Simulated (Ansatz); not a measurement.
Input and command of a plane-wave DFT calculation in Ansatz:

```yaml
crystal:
  lattice:
    - [2.8799338846, 0.0, 0.0]
    - [-1.4399669423, 2.4940959053, 0.0]
    - [0.0, 0.0, 24.4058246804]
  atoms:
    - { symbol: V, position: [0.6666666667, 0.3333333333, 0.3073036907] }
    - { symbol: "N", position: [0.0, 0.0, 0.3554777681] }
    - { symbol: V, position: [0.3333333333, 0.6666666667, 0.4036518454] }
    - { symbol: "N", position: [0.6666666667, 0.3333333333, 0.4518259227] }
    - { symbol: V, position: [0.0, 0.0, 0.5] }
    - { symbol: "N", position: [0.3333333333, 0.6666666667, 0.5481740773] }
    - { symbol: V, position: [0.6666666667, 0.3333333333, 0.5963481546] }
    - { symbol: "N", position: [0.0, 0.0, 0.6445222319] }
    - { symbol: V, position: [0.3333333333, 0.6666666667, 0.6926963093] }
basis:
  ecutwfc: 420
kpoints:
  mp_grid: { grid: [12, 12, 1] }
hamiltonian:
  xc: pbesol
scf:
  occupations: { method: gaussian, width: 0.1 }
  mixing: { preconditioner: none, beta: 0.7 }
  max_iter: 72
output:
  forces: true
  stress: true
  eigenvalues: true
efield:
  axis: 3
  dipole_correction: true
  ramp_width: 0.04
```

```bash
ansatz run input.yaml --threads 1 --pin off --max-ram 2560MiB --backend cpu --events-out ev --progress --plain --runs-dir out
```

Processor: Intel(R) Xeon(R) Platinum 8175M CPU @ 2.50GHz (Skylake/Cascade Lake), 1 thread, on a host shared with other jobs.

How long does it run, and how much memory does it take?

About 32 s on 1 thread of Intel(R) Xeon(R) Platinum 8175M CPU @ 2.50GHz (Skylake/Cascade Lake), with other jobs on the host, peak memory 0.46 GiB. It solves 52 bands at 19 k points (the mesh reduced by the symmetry that the task leaves, which can be less than the crystal's) with about 3429 plane waves, in 18 SCF iterations.
